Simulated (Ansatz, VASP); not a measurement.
PtS2: VASP beside Ansatz

```
CELL_PARAMETERS angstrom
3.54320 0.00000 0.00000
-1.77160 3.06850 0.00000
0.00000 0.00000 5.03880
ATOMIC_POSITIONS crystal
Pt 0.00000 0.00000 0.00000
S 0.66667 0.33333 0.77300
S 0.33333 0.66667 0.22700
```

Alike in both runs: task single point; functional PBE; k mesh 9 × 9 × 5; occupations gaussian, width 0.026 eV; no spin polarisation.

```csv
,VASP,Ansatz
version,VASP 6.6.1,Ansatz 0.2.0
potentials or method,"VASP PAW PBE potentials, release 64 (Pt, S)",Ansatz PAW
plane-wave cutoff (eV),520,420
valence electrons in the cell,22,30
```

VASP gave:

| Property | Result |
| --- | --- |
| gap on the k mesh at the Fermi level (eV) | 1.03 |
| least direct gap on the mesh (eV) | 1.08 |
| pressure (GPa) | 11.1 |
| largest component of the traceless stress (GPa) | 0.99 |
| rms of the force components (eV/Å) | 0.572 |

**Question.** What did Ansatz give for the same quantities?

**Answer.** gap on the k mesh at the Fermi level (eV): 1.02; least direct gap on the mesh (eV): 1.07; pressure (GPa): 11.6; largest component of the traceless stress (GPa): 1.17; rms of the force components (eV/Å): 0.592.

Atom by atom the forces differ by 0.021 eV/Å (rms over components). The two sets of potentials don't hold the same shells in valence.

Caveats: spin-orbit coupling is left out, which moves the levels of the heavy elements; forces of over 1 eV/Å show positions far from the minimum, so gaps and moduli don't describe the material at rest; an odd mesh through Γ misses points on the zone boundary, where band edges often lie (VASP); odd divisions of the mesh miss points on the zone boundary, where band edges often lie, so the gap on the mesh can be too wide (Ansatz). A hybrid or GW would open this gap; PBE tends to underestimate it.
